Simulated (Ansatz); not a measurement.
Results of PBEsol+SOC (plane waves, PAW; Ansatz, a first-principles code) for rock-salt LiI.

Numerical settings: plane-wave cutoff 520 eV, 10×10×10 k mesh, Fermi–Dirac smearing 0.01 eV, PAW data made under PBE.

The cell is scaled about its equilibrium volume:

```
V (Å³/atom)  P (GPa)  direct gap at Γ (eV)
-----------  -------  --------------------
24.201          1.60                 4.268
24.716          1.00                 4.169
25.231          0.48                 4.076
25.746          0.00                 3.989
26.260         -0.42                 3.906
26.775         -0.80                 3.828
27.290         -1.14                 3.755
```

A straight line through the gaps at Γ against ln V gives a volume deformation potential dE_g(Γ)/d ln V of -4.3 eV: the gap at Γ widens under compression.

Measured, for comparison: band gap 6.4 eV (temperature not stated, not corrected to a static lattice, sources range from 6.10 to 6.40; as tabulated in Aguado et al. (1998), arXiv:cond-mat/9809176).
